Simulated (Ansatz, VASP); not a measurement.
This is a calculation of KBr for VASP 6.6.1. 

The input INCAR:

```
SYSTEM = KBr
PREC     = Accurate       ! precision mode
ENCUT    = 520            ! plane-wave cutoff, eV
EDIFF    = 1E-6           ! SCF threshold, eV
ISMEAR   = 0              ! smearing method
SIGMA    = 0.02           ! smearing width, eV
LREAL    = .False.        ! projectors in reciprocal space
LASPH    = .True.         ! aspherical terms in the spheres
NELM     = 60             ! most SCF steps
ALGO     = Fast           ! electronic algorithm
ISIF     = 2              ! what is computed and relaxed
LWAVE    = .False.        ! write WAVECAR
LCHARG   = .False.        ! write CHGCAR
GGA      = PE             ! functional
```

The input KPOINTS:

```
Automatic mesh
0
Gamma
  7 7 7
  0 0 0
```

The input POSCAR:

```
KBr
1.0
    0.0000000000      3.3000000000      3.3000000000
    3.3000000000      0.0000000000      3.3000000000
    3.3000000000      3.3000000000      0.0000000000
Br K
1 1
Direct
    0.5000000000      0.5000000000      0.5000000000
    0.0000000000      0.0000000000      0.0000000000
```

Potentials or basis: VASP PAW PBE potentials, release 54 (Br, K_sv).

Run with:

```bash
$ cat potpaw_PBE.54/Br/POTCAR potpaw_PBE.54/K_sv/POTCAR > POTCAR
$ mpirun -np 1 vasp_std > vasp.out
```

Problem. Set up the same calculation for Ansatz 0.2.0. Potentials or basis there: all-electron LAPW, scalar-relativistic.

Solution. As run (cutoffs and basis follow the program's own potentials, and thresholds, step limits or extra output files can differ):

input.yaml

```yaml
crystal:
  lattice:
    - [0.0, 3.3, 3.3]
    - [3.3, 0.0, 3.3]
    - [3.3, 3.3, 0.0]
  atoms:
    - { symbol: Br, position: [0.5, 0.5, 0.5] }
    - { symbol: K, position: [0.0, 0.0, 0.0] }
kpoints:
  mp_grid: { grid: [7, 7, 7] }
scf:
  occupations: { method: gaussian, width: 0.02 }
hamiltonian:
  xc: pbe
  pseudopotentials: { kind: all_electron, lapw: { basis_error: 0.001 } }
output:
  forces: true
  stress: true
  eigenvalues: true
```

Potentials or basis: all-electron LAPW, scalar-relativistic.

The run is started by

```console
$ ansatz run input.yaml --threads 1 --pin off --max-ram 3072MiB --backend cpu --events-out ev --progress --plain --runs-dir out
```

Both were run:

|  | VASP | Ansatz |
| --- | --- | --- |
| Pressure | 0.8 GPa | 0.7 GPa |

Where Ansatz's input types no cutoff or centring, it takes its own default and a Γ-centred mesh.

Pressure is positive in compression.
